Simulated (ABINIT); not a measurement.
# HfC (Fm-3m) in ABINIT: a series of runs

Runs on HfC. Level: PBEsol. Tasks: relaxation of cell and atoms, single point.

All numbers are computed with ABINIT 10.8.3 (patched build); they aren't measurements. Logs are shortened: lines on timing, memory, paths and dates and some standing lists are left out, and cuts for length are marked. The log counts tension as positive stress, the text compression.

### 1 Starting point

The structure is cubic, space group Fm-3m (No. 225). The conventional cell has a = 4.650 Å, b = 4.650 Å, c = 4.650 Å, α = 90.00°, β = 90.00°, γ = 90.00°. Hf (site symmetry m-3m) is surrounded by 6 C at 2.33 Å. Around C (site symmetry m-3m) lie 6 Hf at 2.33 Å.

### 2 Relaxation of cell and atoms, PBEsol

run.abi reads:

```
# Pseudopotentials
pp_dirpath "./"
pseudos "Hf.upf, C.upf"

# Structure
acell 3*1.0 Angstrom
rprim
     0.0000000000     2.3250000000     2.3250000000
     2.3250000000     0.0000000000     2.3250000000
     2.3250000000     2.3250000000     0.0000000000
ntypat 2
znucl 72 6
natom 2
typat 1 2
chkprim 0
chksymtnons 0
tolsym 1.0e-6
xred
            1/2            1/2            1/2
            0.0            0.0            0.0

# Plane-wave basis
ecut 41.0
ecutsm 0.5

# k points
kptopt 1
ngkpt 8 8 8
nshiftk 1
shiftk 0.0 0.0 0.0

# Exchange and correlation
ixc -116133

# Bands and occupations
nband 12
occopt 3
tsmear 0.05 eV

# SCF cycle
nstep 80
tolvrs 1.0e-12

# Output
iomode 3
prteig 0
prtebands 0
prtwf 0
prtden 0

# Relaxation
ionmov 2
optcell 2
ntime 50
tolmxf 2.0e-5
dilatmx 1.08
```

Potentials or basis: PseudoDojo NC SR PBEsol v0.4.1 standard.

Launch:

```console
> abinit run.abi > log 2>&1
```

run.abo:

```text
.Version 10.8.3 of ABINIT
 Symmetries : space group Fm -3 m (#225); Bravais cF (face-center cubic)
================================================================================
 Values of the parameters that define the memory need of the present run
     intxc =       0    ionmov =       2      iscf =       7    lmnmax =       8
     lnmax =       8     mgfft =      40  mpssoang =       4    mqgrid =    3001
     natom =       2  nloc_mem =       1    nspden =       1   nspinor =       1
    nsppol =       1      nsym =      48    n1xccc =    2501    ntypat =       2
    occopt =       3   xclevel =       2
       mpw =        2701          nfft =       64000          nkpt =          29
================================================================================
================================================================================

--------------------------------------------------------------------------------
------------- Echo of variables that govern the present computation ------------
--------------------------------------------------------------------------------
 -outvars: echo values of preprocessed input variables --------
            acell      1.8897261259E+00  1.8897261259E+00  1.8897261259E+00 Bohr
              amu      1.78490000E+02  1.20110000E+01
          chkprim           0
      chksymtnons           0
          dilatmx      1.08000000E+00
             ecut      4.10000000E+01 Hartree
           ecutsm      5.00000000E-01 Hartree
           ionmov           2
              ixc     -116133
         kptrlatt        8    0    0      0    8    0      0    0    8
          kptrlen      4.97080595E+01
            natom           2
            nband          12
            ngfft          40      40      40
             nkpt          29
            nstep          80
             nsym          48
            ntime          50
           ntypat           2
           occopt           3
          optcell           2
           prtden           0
        prtebands           0
           prteig           0
            prtwf           0
            rprim      0.0000000000E+00  2.3250000000E+00  2.3250000000E+00
                       2.3250000000E+00  0.0000000000E+00  2.3250000000E+00
                       2.3250000000E+00  2.3250000000E+00  0.0000000000E+00
          spgroup         225
           tolmxf      2.00000000E-05
           tolsym      1.00000000E-06
           tolvrs      1.00000000E-12
           tsmear      1.83746611E-03 Hartree
            typat      1  2
           xangst      2.3250000000E+00  2.3250000000E+00  2.3250000000E+00
                       0.0000000000E+00  0.0000000000E+00  0.0000000000E+00
            xcart      4.3936132427E+00  4.3936132427E+00  4.3936132427E+00
                       0.0000000000E+00  0.0000000000E+00  0.0000000000E+00
             xred      5.0000000000E-01  5.0000000000E-01  5.0000000000E-01
                       0.0000000000E+00  0.0000000000E+00  0.0000000000E+00
            znucl       72.00000    6.00000

================================================================================

 chkinp: Checking input parameters for consistency.

================================================================================
== DATASET  1 ==================================================================

--- !DatasetInfo
iteration_state: {dtset: 1, }
dimensions: {natom: 2, nkpt: 29, mband: 12, nsppol: 1, nspinor: 1, nspden: 1, mpw: 2701, }
cutoff_energies: {ecut:  41.0, pawecutdg:  -1.0, }
electrons: {nelect:   1.60000000E+01, charge:   0.00000000E+00, occopt:   3.00000000E+00, tsmear:   1.83746611E-03, }
meta: {optdriver: 0, ionmov: 2, optcell: 2, iscf: 7, paral_kgb: 0, }
...

 Real(R)+Recip(G) space primitive vectors, cartesian coordinates (Bohr,Bohr^-1):
 R(1)=  0.0000000  4.3936132  4.3936132  G(1)= -0.1138016  0.1138016  0.1138016
 R(2)=  4.3936132  0.0000000  4.3936132  G(2)=  0.1138016 -0.1138016  0.1138016
 R(3)=  4.3936132  4.3936132  0.0000000  G(3)=  0.1138016  0.1138016 -0.1138016
 Unit cell volume ucvol=  1.6962719E+02 bohr^3
 Angles (23,13,12)=  6.00000000E+01  6.00000000E+01  6.00000000E+01 degrees

 getcut: wavevector=  0.0000  0.0000  0.0000  ngfft=  40  40  40
         ecut(hartree)=     47.822   => boxcut(ratio)=   2.06796

--- Pseudopotential description ------------------------------------------------
- pspini: atom type   1  psp file is ./Hf.upf
  72.00000  12.00000  180301                  znucl, zion, pspdat
12 -116133 3 -1 1656                          pspcod,pspxc,lmax,lloc,mmax
     nproj     2     2     2     2

- pspini: atom type   2  psp file is ./C.upf
   6.00000   4.00000  180301                  znucl, zion, pspdat
12 -116133 1 -1 1248                          pspcod,pspxc,lmax,lloc,mmax
     nproj     2     2     0     0

   4.21438400E+02                                ecore*ucvol(ha*bohr**3)
--------------------------------------------------------------------------------

================================================================================

=== [ionmov= 2] Broyden-Fletcher-Goldfarb-Shanno method (forces)
================================================================================

--- Iteration: ( 1/50) Internal Cycle: (1/1)
--------------------------------------------------------------------------------

---SELF-CONSISTENT-FIELD CONVERGENCE--------------------------------------------

--- !BeginCycle
iteration_state: {dtset: 1, itime: 1, icycle: 1, }
solver: {iscf: 7, nstep: 80, nline: 4, wfoptalg: 0, }
tolerances: {tolvrs: 1.00E-12, }
...

     iter   Etot(hartree)      deltaE(h)  residm     vres2
 ETOT  1  -62.285644621165    -6.229E+01 1.352E-01 1.062E+03
 ETOT  2  -62.269592894787     1.605E-02 5.209E-02 1.344E+03
 ETOT  3  -62.460077616551    -1.905E-01 7.282E-03 5.371E-01
 ETOT  4  -62.460248216042    -1.706E-04 1.747E-03 5.859E-02
 ETOT  5  -62.460251612637    -3.397E-06 2.906E-04 2.356E-02
 ETOT  6  -62.460255288772    -3.676E-06 4.626E-04 7.462E-04
 ETOT  7  -62.460255400399    -1.116E-07 9.716E-05 1.015E-05
 ETOT  8  -62.460255401843    -1.444E-09 1.314E-04 4.516E-07
 ETOT  9  -62.460255401914    -7.159E-11 6.397E-05 6.846E-09
 ETOT 10  -62.460255401915    -2.345E-13 1.117E-04 7.692E-12
 ETOT 11  -62.460255401915    -2.771E-13 5.626E-05 4.760E-13
[... 339 lines left out ...]
 Gradient of E wrt nuclear positions in reduced coordinates (gred)
  0.00000000000000E+00  0.00000000000000E+00  0.00000000000000E+00
  0.00000000000000E+00  0.00000000000000E+00  0.00000000000000E+00
 Scale of Primitive Cell (acell) [bohr]
  6.16009058829523E+00  6.16009058829523E+00  6.16009058829523E+00
 Real space primitive translations (rprimd) [bohr]
  0.00000000000000E+00  4.35584182770698E+00  4.35584182770698E+00
  4.35584182770698E+00  0.00000000000000E+00  4.35584182770698E+00
  4.35584182770698E+00  4.35584182770698E+00  0.00000000000000E+00
 Unitary Cell Volume (ucvol) [Bohr^3]=  1.65289893020860E+02
 Angles (23,13,12)= [degrees]
  6.00000000000000E+01  6.00000000000000E+01  6.00000000000000E+01
 Lengths [Bohr]
  6.16009058829523E+00  6.16009058829523E+00  6.16009058829523E+00
 Stress tensor in cartesian coordinates (strten) [Ha/bohr^3]
  2.09071822319939E-08  0.00000000000000E+00  0.00000000000000E+00
  0.00000000000000E+00  2.09071822250551E-08  0.00000000000000E+00
  0.00000000000000E+00  0.00000000000000E+00  2.09071822250551E-08
 Total energy (etotal) [Ha]= -6.24607205531397E+01

 Difference of energy with previous step (new-old):
           Absolute (Ha)=-3.48072E-08
           Relative     =-5.57266E-10

 At Broyd/MD step   4, gradients are converged :
  max grad (force/stress) = 2.0907E-06 < tolmxf= 2.0000E-05 ha/bohr (free atoms)

================================================================================

 ----iterations are completed or convergence reached----

 Mean square residual over all n,k,spin=   12.433E-09; max=  43.265E-07
 reduced coordinates (array xred) for    2 atoms
       0.500000000000      0.500000000000      0.500000000000
       0.000000000000      0.000000000000      0.000000000000
 rms dE/dt=  0.0000E+00; max dE/dt=  0.0000E+00; dE/dt below (all hartree)
    1       0.000000000000      0.000000000000      0.000000000000
    2       0.000000000000      0.000000000000      0.000000000000

 cartesian coordinates (angstrom) at end:
    1      2.30501222795686     2.30501222795686     2.30501222795686
    2      0.00000000000000     0.00000000000000     0.00000000000000

 cartesian forces (hartree/bohr) at end:
    1     -0.00000000000000    -0.00000000000000    -0.00000000000000
    2     -0.00000000000000    -0.00000000000000    -0.00000000000000
 frms,max,avg= 0.0000000E+00 0.0000000E+00   0.000E+00  0.000E+00  0.000E+00 h/b

 cartesian forces (eV/Angstrom) at end:
    1     -0.00000000000000    -0.00000000000000    -0.00000000000000
    2     -0.00000000000000    -0.00000000000000    -0.00000000000000
 frms,max,avg= 0.0000000E+00 0.0000000E+00   0.000E+00  0.000E+00  0.000E+00 e/A
 length scales=  6.160090588295  6.160090588295  6.160090588295 bohr
              =  3.259779554212  3.259779554212  3.259779554212 angstroms
 Fermi (or HOMO) energy (hartree) =   0.41615   Average Vxc (hartree)=  -0.47858
 Eigenvalues (hartree) for nkpt=  29  k points:
 kpt#   1, nband= 12, wtk=  0.00195, kpt=  0.0000  0.0000  0.0000 (reduced coord)
  -1.82017   -0.66055   -0.66055   -0.66055   -0.03832    0.45724    0.45724    0.45724
   0.46817    0.46817    0.46817    0.54492
      occupation numbers for kpt#   1
   2.00000    2.00000    2.00000    2.00000    2.00000    0.00000    0.00000    0.00000
   0.00000    0.00000    0.00000    0.00000
 prteigrs : prtvol=0 or 1, do not print more k-points.

--- !EnergyTerms
iteration_state     : {dtset: 1, itime: 4, icycle: 1, }
comment             : Components of total free energy in Hartree
kinetic             :  1.85638626219844E+01
hartree             :  6.43579682513546E+00
xc                  : -1.63306212419447E+01
Ewald energy        : -4.81073648882245E+01
psp_core            :  2.54969249754556E+00
local_psp           : -2.79934798537905E+01
non_local_psp       :  2.42149178715935E+00
internal            : -6.24606222521349E+01
'-kT*entropy'       : -9.83010048076447E-05
total_energy        : -6.24607205531397E+01
total_energy_eV     : -1.69964279217377E+03
band_energy         : -5.66400034007618E+00
...

 Cartesian components of stress tensor (hartree/bohr^3)
  sigma(1 1)=  2.09071822E-08  sigma(3 2)=  0.00000000E+00
  sigma(2 2)=  2.09071822E-08  sigma(3 1)=  0.00000000E+00
  sigma(3 3)=  2.09071822E-08  sigma(2 1)=  0.00000000E+00

-Cartesian components of stress tensor (GPa)         [Pressure= -6.1511E-04 GPa]
- sigma(1 1)=  6.15110538E-04  sigma(3 2)=  0.00000000E+00
- sigma(2 2)=  6.15110538E-04  sigma(3 1)=  0.00000000E+00
- sigma(3 3)=  6.15110538E-04  sigma(2 1)=  0.00000000E+00

== END DATASET(S) ==============================================================
================================================================================

 -outvars: echo values of variables after computation  --------
            acell      6.1600905883E+00  6.1600905883E+00  6.1600905883E+00 Bohr
           etotal     -6.2460720553E+01
            fcart     -0.0000000000E+00 -0.0000000000E+00 -0.0000000000E+00
                      -0.0000000000E+00 -0.0000000000E+00 -0.0000000000E+00
            rprim      0.0000000000E+00  7.0710678119E-01  7.0710678119E-01
                       7.0710678119E-01  0.0000000000E+00  7.0710678119E-01
                       7.0710678119E-01  7.0710678119E-01  0.0000000000E+00
           strten      2.0907182232E-08  2.0907182225E-08  2.0907182225E-08
                       0.0000000000E+00  0.0000000000E+00  0.0000000000E+00
           xangst      2.3050122280E+00  2.3050122280E+00  2.3050122280E+00
                       0.0000000000E+00  0.0000000000E+00  0.0000000000E+00
             xred      5.0000000000E-01  5.0000000000E-01  5.0000000000E-01
                       0.0000000000E+00  0.0000000000E+00  0.0000000000E+00
 Calculation completed.
```

Run time: 1.8 min. Hardware: 1 thread of Arm Neoverse V1, shared host; peak memory 0.09 GiB.

What came out:

- Free energy: -1699.6428 eV
- Relaxed volume: 12.25 Å³/atom
- Relaxed cell: a = 3.260 Å, b = 3.260 Å, c = 3.260 Å, α = 60.00°, β = 60.00°, γ = 60.00°
- Space group after relaxing (to 0.05 Å): Fm-3m (No. 225)
- Energy gained by relaxing: 6.3 meV/atom
- Ionic steps: 4
- Pressure after relaxing: 0.0 GPa
- Band gap on the k mesh: none (metal or under the smearing width)

The path:
| step | energy change (eV) | largest force (eV/Å) | pressure (GPa) | volume (Å³) |
| --- | --- | --- | --- | --- |
| 1 | 0.0000 | 0.0000 | -6.18 | 25.14 |
| 2 | -0.0117 | 0.0000 | -1.72 | 24.66 |
| 3 | -0.0127 | 0.0000 | 0.06 | 24.49 |
| 4 | -0.0127 | 0.0000 | 0.00 | 24.49 |

Final structure:
```xyz
2
Lattice="0.0000 2.3050 2.3050 2.3050 0.0000 2.3050 2.3050 2.3050 0.0000" Properties=species:S:1:pos:R:3 pbc="T T T"
Hf    2.3050    2.3050    2.3050
C     0.0000    0.0000    0.0000
```

Spin-orbit coupling is left out, which matters for the levels of Hf.

### 3 Single point, PBEsol (cell relaxed)

run.abi reads:

```
pp_dirpath "./"
pseudos "Hf.upf, C.upf"

acell 3*1.0 Angstrom
rprim
     0.0000000000     2.3050122300     2.3050122300
     2.3050122300     0.0000000000     2.3050122300
     2.3050122300     2.3050122300     0.0000000000
ntypat 2
znucl 72 6
natom 2
typat 1 2
xred
     0.5000000000     0.5000000000     0.5000000000
     0.0000000000     0.0000000000     0.0000000000
chkprim 0
chksymtnons 0
tolsym 1.0e-6

ecut 41.0

kptopt 1
ngkpt 8 8 8
nshiftk 1
shiftk 0.0 0.0 0.0

ixc -116133

nband 12
occopt 3
tsmear 0.00183747

nstep 100
tolvrs 1.0e-10

iomode 3
prtwf 0
prteig 0
prtebands 0
enunit 2
prtden 1
prtvha 1
prtvclmb 1
prtpot 1
prtelf 1
```

Potentials or basis: PseudoDojo NC SR PBEsol v0.4.1 standard.

Launch:

```console
> abinit run.abi > log 2>&1
```

Wall time 26 s (1 thread of Arm Neoverse V1, shared host); peak memory 0.07 GiB.

Results (log left out):

```
Free energy                                           : -1699.6429 eV
Pressure                                              : -0.1 GPa
Band gap on the k mesh                                : none (metal or under the smearing width)
Valence electrons inside the program's atomic spheres : Hf 8.45; C 3.90
```

Levels at points of the mesh, in eV from the Fermi level:
| k point | band 4 | band 5 | band 6 | band 7 | band 8 | band 9 | band 10 | band 11 | band 12 |
| --- | --- | --- | --- | --- | --- | --- | --- | --- | --- |
| (0.00, 0.00, 0.00) | -29.30 | -12.37 | 1.12 | 1.12 | 1.12 | 1.42 | 1.42 | 1.42 | 3.50 |
| (0.50, 0.00, 0.00) | -29.37 | -8.40 | -6.24 | -3.04 | -3.04 | 5.51 | 5.51 | 5.98 | 6.72 |
| (0.50, 0.50, 0.00) | -29.56 | -10.44 | -2.51 | -1.85 | 0.01 | 0.01 | 5.51 | 7.00 | 7.00 |

Spin-orbit coupling is left out, which matters for the levels of Hf.
